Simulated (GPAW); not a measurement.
# Al (Fm-3m) in GPAW: settings compared, part 2 of 2

GPAW 26.7.0. Earlier steps stand in the parts before.

## Step 3: Equation of state, PBEsol+D3

run.py reads:

```python
from ase.calculators.mixing import SumCalculator
from ase.eos import EquationOfState
from ase.io import Trajectory, read
from ase.units import GPa
from dftd3.ase import DFTD3
from gpaw import GPAW, PW, setup_paths

setup_paths.insert(0, '.')

atoms = read('POSCAR')

traj = Trajectory('eos.traj', 'w')
volumes, energies = [], []
for x in [0.94, 0.96, 0.98, 1.0, 1.02, 1.04, 1.06]:
    a = atoms.copy()
    a.set_cell(atoms.cell * x**(1 / 3), scale_atoms=True)
    calc = GPAW(mode=PW(600),
                xc='PBEsol',
                kpts={'size': (11, 11, 11), 'gamma': True},
                occupations={'name': 'fermi-dirac', 'width': 0.05},
                nbands=7,
                convergence={'density': 1e-05, 'energy': 1e-05},
                maxiter=150,
                txt=f'eos-{x:.2f}.txt')
    a.calc = SumCalculator([calc, DFTD3(method='pbesol', damping='d3zero')])
    energies.append(a.get_potential_energy())
    volumes.append(a.get_volume())
    p = -a.get_stress()[:3].mean() / GPa
    calc.write(f'eos-{x:.2f}.gpw')
    traj.write(a)
    print(f'{x:.2f} {volumes[-1]:10.4f} A^3 {energies[-1]:14.6f} eV {p:9.3f} GPa', flush=True)

v0, e0, B = EquationOfState(volumes, energies, eos='birchmurnaghan').fit()
print(f'V0 = {v0:.4f} A^3, E0 = {e0:.6f} eV, B0 = {B / GPa:.2f} GPa')
```

POSCAR reads:

```
Al
1.0
    0.0000000000      2.0248050000      2.0248050000
    2.0248050000      0.0000000000      2.0248050000
    2.0248050000      2.0248050000      0.0000000000
Al
1
Direct
    0.0000000000      0.0000000000      0.0000000000
```

Potentials or basis: PAW data sets generated in the run's folder for this functional, pw.

Started as:

```console
$ gpaw-setup -f PBEsol Al
$ OMP_NUM_THREADS=1 python run.py
```

Standard output:

```text
__  _  _
 | _ |_)|_||  |
 |__||  | ||/\| - 26.7.0

Input parameters:
  mode=PW(ecut=600.0),
  convergence={'density': 1e-05, 'energy': 1e-05},
  kpts=MonkhorstPack(size=(11, 11, 11), gamma=True),
  maxiter=150,
  nbands=7,
  occupations=Occupations(name='fermi-dirac', width=0.05),
  xc=XC(name='PBEsol')

Diagonalizing LCAO Hamiltonian
Converting LCAO to pw mode

       Al

Atoms  # Å, Bohr magnetons
|   | symbol |        x |        y |        z |    initial magnetic moments |
|---|--------|----------|----------|----------|-----------------------------|
| 0 |     Al | 0.000000 | 0.000000 | 0.000000 | ( 0.0000,  0.0000,  0.0000) |

Unit cell  # Å
| periodic |        x |        y |        z |  lengths |    angles |
|----------|----------|----------|----------|----------|-----------|
|      yes | 0.000000 | 1.983471 | 1.983471 | 2.805051 | 60.000000 |
|      yes | 1.983471 | 0.000000 | 1.983471 | 2.805051 | 60.000000 |
|      yes | 1.983471 | 1.983471 | 0.000000 | 2.805051 | 60.000000 |

Number of symmetries: 48
Symmetry operations  # r_c * U_cc + t_c -> r_c
|    | kind |            matrix            |
|----|------|------------------------------|
|  0 |  σ   |  1, 0, 0,  1, 0,-1,  1,-1, 0 |
|  1 |  C2  |  1, 0, 0,  1,-1, 0,  1, 0,-1 |
|  2 |  E   |  1, 0, 0,  0, 1, 0,  0, 0, 1 |
|  3 |  σ   |  1, 0, 0,  0, 0, 1,  0, 1, 0 |
|  4 |  C4  |  1, 0,-1,  1, 0, 0,  1,-1, 0 |
|  5 |  S6  |  1, 0,-1,  1,-1, 0,  1, 0, 0 |
|  6 |  σ   |  1, 0,-1,  0, 1,-1,  0, 0,-1 |
|  7 |  C3  |  1, 0,-1,  0, 0,-1,  0, 1,-1 |
|  8 |  S6  |  1,-1, 0,  1, 0, 0,  1, 0,-1 |
|  9 |  C4  |  1,-1, 0,  1, 0,-1,  1, 0, 0 |
| 10 |  C3  |  1,-1, 0,  0,-1, 1,  0,-1, 0 |
| 11 |  σ   |  1,-1, 0,  0,-1, 0,  0,-1, 1 |
[... 125 lines left out ...]
  Fourier metric: weight=20.0, sigma=0.015

occupation numbers:
  Fermi-Dirac:
    width: 0.0500  # eV

poisson solver:
  ecut: 4800.0  # eV

xc functional:
  name: PBEsol with 2 nearest neighbor stencil

convergence criteria:
- Maximum integral of absolute [dens]ity change: 1e-05 electrons / valence electron
- Maximum [total energy] change in last 3 cyles: 1e-05 eV / valence electron
- Maximum integral of absolute [eigenst]ate change: 4e-08 eV^2 / valence electron
maximum number of iterations: 150

SCF iterations
|iter     | |      energy | eigst |  dens |
|---------|-|-------------|-------|-------|
|iter:   1| |   -4.086568 | -0.23 |       |
|iter:   2| |   -4.086715 | -3.48 | -0.99 |
|iter:   3| |   -4.086556 | -3.16 | -1.01 |
|iter:   4| |   -4.086937 | -3.93 | -1.57 |
|iter:   5| |   -4.086946 | -6.17 | -2.96 |
|iter:   6| |   -4.086948c| -6.71 | -3.38 |
|iter:   7| |   -4.086948c| -8.79c| -4.65 |
|iter:   8| |   -4.086948c| -9.57c| -5.18c|

Converged in 8 steps
Energy contributions relative to reference atoms: (reference = -6590.127727)

Energy contributions:
  Kinetic:           6.102753
  Coulomb:          -3.663759
  Zero:             -0.008530
  External:          0.000000
  Xc:               -6.515481
  Entropy:          -0.003864
  Spinorbit:         0.000000
  ----------------------------
  Free energy:      -4.088880
  Extrapolated:     -4.086948

dipole moment: (-6.812661, -6.812661, -6.812661)  # |e|*Ang

Fermi level: 7.644
Eigenvalues  # (at kpt = [0.000, 0.000, 0.000])
| band index |      eig [eV] | occ [0-2] |
|------------|---------------|-----------|
|          0 |        -3.877 |     2.000 |
|          1 |        20.581 |     0.000 |
|          2 |        20.581 |     0.000 |
|          3 |        20.581 |     0.000 |
|          4 |        22.482 |     0.000 |
|          5 |        22.482 |     0.000 |
|          6 |        22.482 |     0.000 |

No gap
No difference between direct/indirect transitions

Stress tensor  # eV/Ang^3
|         x |         y |         z |
|-----------|-----------|-----------|
| -0.022486 |  0.000000 | -0.000000 |
|  0.000000 | -0.022486 |  0.000000 |
| -0.000000 |  0.000000 | -0.022486 |

# Writing to eos-0.94.gpw (mode='')
```

Wall time 32 s (1 thread of AMD EPYC 7B13 (Zen 3), shared host); peak memory 0.17 GiB.

Results:

| Item | Value |
| --- | --- |
| Equilibrium volume | 15.93 Å³/atom |
| Bulk modulus | 88 GPa |
| Pressure derivative of the bulk modulus | 4.6 |

Energy against volume, from the lowest point:
```csv
volume (Å³/atom),energy (meV/atom)
15.607,1.81
15.939,0.00
16.271,1.97
16.603,7.31
16.935,15.65
17.267,26.67
17.599,40.06
```

## Step 4: Equation of state, RPBE

run.py, as its differences from that of step 3:

```diff
@@ -1,2 +1 @@
-from ase.calculators.mixing import SumCalculator
 from ase.eos import EquationOfState
@@ -4,8 +3,5 @@
 from ase.units import GPa
-from dftd3.ase import DFTD3
-from gpaw import GPAW, PW, setup_paths
+from gpaw import GPAW, PW
 
-setup_paths.insert(0, '.')
-
-atoms = read('POSCAR')
+atoms = read('Al.xyz')
 
@@ -17,3 +13,3 @@
     calc = GPAW(mode=PW(600),
-                xc='PBEsol',
+                xc='RPBE',
                 kpts={'size': (11, 11, 11), 'gamma': True},
@@ -24,4 +20,4 @@
                 txt=f'eos-{x:.2f}.txt')
-    a.calc = SumCalculator([calc, DFTD3(method='pbesol', damping='d3zero')])
-    energies.append(a.get_potential_energy())
+    a.calc = calc
+    energies.append(a.get_potential_energy(force_consistent=True))
     volumes.append(a.get_volume())
```

Al.xyz reads:

```xyz
1
Lattice="0.0000000000 2.0248050000 2.0248050000 2.0248050000 0.0000000000 2.0248050000 2.0248050000 2.0248050000 0.0000000000" Properties=species:S:1:pos:R:3 pbc="T T T"
Al     0.0000000000      0.0000000000      0.0000000000
```

Potentials or basis: the program's PAW data sets (release 1.2.1) made for this functional, pw.

Started as:

```console
$ OMP_NUM_THREADS=1 python run.py
```

Wall time 31 s (1 thread of AMD EPYC 7B13 (Zen 3), shared host); peak memory 0.16 GiB.

Results (log left out):

- Equilibrium volume: 16.85 Å³/atom
- Bulk modulus: 77 GPa
- Pressure derivative of the bulk modulus: 4.4

Energy against volume, from the lowest point:
```csv
volume (Å³/atom),energy (meV/atom)
15.607,25.25
15.939,13.02
16.271,5.01
16.603,0.79
16.935,0.00
17.267,2.28
17.599,7.31
```

## Step 5: The runs side by side

| level | potentials or basis | V0 of scaled cells (Å³/atom) | B0 (GPa) |
| --- | --- | --- | --- |
| SOGGA | PAW data sets generated in the run's folder for this functional, pw | 16.21 | 84 |
| PBEsol+D3 | PAW data sets generated in the run's folder for this functional, pw | 15.93 | 88 |
| RPBE | the program's PAW data sets (release 1.2.1) made for this functional, pw | 16.85 | 77 |

Alike in all rows: task equation of state; no spin polarisation; cell as given; k mesh 11 × 11 × 11; cutoff (eV) 600; smearing fermi-dirac 0.05 eV.

Absolute energies hang on the potentials; compare differences alone.

## Step 6: Comparison with measurements

Step 2. A measured bulk modulus of Al is 76.9 GPa (quoted in “The interpretation of polycrystalline coherent inelastic neutron scattering from aluminium”, 2013, pmc:3831299); the calculated 84 GPa misses it by +9.0 %. The fit is for a static lattice scaled at fixed shape and fixed fractional positions. The cell as given is a measured one (16.60 Å³/atom); SOGGA puts the equilibrium volume -2.4 % from it, thermal expansion not counted.

Step 3. A measured bulk modulus of Al is 76.9 GPa (quoted in “The interpretation of polycrystalline coherent inelastic neutron scattering from aluminium”, 2013, pmc:3831299); the calculated 88 GPa misses it by +14.3 %. The fit is for a static lattice scaled at fixed shape and fixed fractional positions. The cell as given is a measured one (16.60 Å³/atom); PBEsol+D3 puts the equilibrium volume -4.1 % from it, thermal expansion not counted.

Step 4. Measured bulk modulus of Al: 76.9 GPa (quoted in “The interpretation of polycrystalline coherent inelastic neutron scattering from aluminium”, 2013, pmc:3831299). This calculation gives 77 GPa (+0.4 %). The fit is for a static lattice scaled at fixed shape and fixed fractional positions. The cell as given is a measured one (16.60 Å³/atom); RPBE puts the equilibrium volume +1.5 % from it, thermal expansion not counted.
